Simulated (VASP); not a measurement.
Input of a VASP 6.6.1 run:

The input INCAR:

```
PREC = Accurate
ENCUT = 600
EDIFF = 1E-7
ISMEAR = 1
SIGMA = 0.1
LREAL = F
LASPH = T
NELM = 80
ALGO = Normal
ISIF = 3
LWAVE = F
LCHARG = F
GGA = PE
IVDW = 12
IBRION = 2
NSW = 90
EDIFFG = -0.005
```

File KPOINTS:

```
Automatic mesh
0
Gamma
  16 16 16
```

POSCAR

```
W                                       
1.0
   -1.5800809542      1.5800809542      1.5800809542
    1.5800809542     -1.5800809542      1.5800809542
    1.5800809542      1.5800809542     -1.5800809542
  W             
     1
Direct
     0.0000000000000000    0.0000000000000000    0.0000000000000000
```

Potentials or basis: VASP PAW PBE potentials, release 64 (W_sv).

Launch:

```sh
$ cat potpaw_PBE.64/W_sv/POTCAR > POTCAR
$ mpirun -np 1 vasp_std > vasp.out
```

Task: Estimate the dispersion energy per atom.

Result: -0.699 eV.

Task: Estimate the band gap on the k mesh.

Result: None (metal or under the smearing width).

Final structure:
```
W
1.0
    -1.58008    1.58008    1.58008
     1.58008   -1.58008    1.58008
     1.58008    1.58008   -1.58008
W
1
Direct
  0.00000 0.00000 0.00000
```

Caveat: the relaxation stopped at its first step, so nothing moved. The run has no spin-orbit coupling, so splittings on W are missing.
